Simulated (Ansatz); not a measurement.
Data:

```
ZnTe
1.0
    0.00000     3.08955     3.08955
    3.08955     0.00000     3.08955
    3.08955     3.08955     0.00000
Te Zn
1 1
Direct
  0.75000   0.75000   0.75000
  0.00000   0.00000   0.00000
```

No spin polarisation.

A single point on ZnTe, its geometry relaxed with PBE.

Computed with Kohn–Sham DFT with the r2SCAN functional, run in Ansatz (an electronic-structure program) with PAW and 500 eV plane waves, no spin-orbit coupling. Γ-centred 9×9×9 mesh, Fermi–Dirac width 0.05 eV.

Question: Predict the pressure and band gap.

Answer: 
* **Pressure**: -1.48 GPa
* **Band gap**: 1.63 eV

Single points use the geometry relaxed with PBE. With Te present, leaving out spin-orbit coupling can change the band edges. Whether these cells are dynamically stable was not tested. The cell is ZnTe in the zinc blende structure (space group F-43m, No. 216).
